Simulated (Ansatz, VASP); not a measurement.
## RbBr: VASP beside Ansatz

INCAR

```
SYSTEM = RbBr
  ALGO = Normal
  EDIFF = 1E-8
  ENCUT = 520
  GGA = PS
  ISIF = 2
  ISMEAR = -1
  LASPH = .True.
  LCHARG = .False.
  LEFG = .True.
  LREAL = .False.
  LWAVE = .False.
  NBANDS = 15
  NELM = 100
  PREC = Accurate
  SIGMA = 0.03
```

The input KPOINTS:

```
k-points
0
Gamma
  7 7 7
  0 0 0
```

File POSCAR:

```
RbBr
1.0
    4.1260773000      0.0000000000      0.0000000000
    0.0000000000      4.1260773000      0.0000000000
    0.0000000000      0.0000000000      4.1260773000
Rb Br
1 1
Direct
    0.0000000000      0.0000000000      0.0000000000
    0.5000000000      0.5000000000      0.5000000000
```

Input for Ansatz:

```yaml
crystal:
  lattice:
    - [4.1260773, 0.0, 0.0]
    - [0.0, 4.1260773, 0.0]
    - [0.0, 0.0, 4.1260773]
  atoms:
    - { symbol: Rb, position: [0.0, 0.0, 0.0] }
    - { symbol: Br, position: [0.5, 0.5, 0.5] }
kpoints:
  mp_grid: { grid: [7, 7, 7] }
  band_path:
    path:
      - [0.0, 0.0, 0.0]
      - [0.0, 0.5, 0.0]
      - [0.5, 0.5, 0.0]
      - [0.0, 0.0, 0.0]
      - [0.5, 0.5, 0.5]
      - [0.0, 0.5, 0.0]
      - [0.5, 0.5, 0.5]
      - [0.5, 0.5, 0.0]
    npoints: 6
scf:
  occupations: { method: fermi_dirac, width: 0.03 }
hamiltonian:
  xc: pbesol
  pseudopotentials: { kind: paw }
output:
  forces: true
  stress: true
  eigenvalues: true
  efg: { contact_densities: true }
  populations: true
```

Change from the starting cell: volume scaled by 1, PAW files.

Alike in both runs: task electric field gradients; functional PBEsol; k mesh 7 × 7 × 7; occupations fermi-dirac, width 0.03 eV; no spin polarisation.

|  | VASP | Ansatz |
| --- | --- | --- |
| version | VASP 6.6.1 | Ansatz 0.2.0 |
| potentials or method | VASP PAW PBE potentials, release 64 (Rb_sv, Br) | PAW with Ansatz's default frozen-core files, scalar-relativistic |
| plane-wave cutoff (eV) | 520 | 420 |
| valence electrons in the cell | 16 | 16 |

```tsv
	VASP	Ansatz	Ansatz less VASP
gap on the k mesh at the Fermi level (eV)	3.93	3.93	+0.001
pressure (GPa)	-0.6	-0.6	-0.04
Vzz of the field gradient on the site that differs most (V/Å²)	0.0	0.0	0.00
```

The functional is the same, so the differences come from potentials, cutoffs and numerics. Ansatz warned: «gradients_without_spin_orbit».

Caveats: the PAW data sets were made with another functional, which shifts forces and pressure a little (VASP); an odd mesh through Γ misses points on the zone boundary, where band edges often lie.
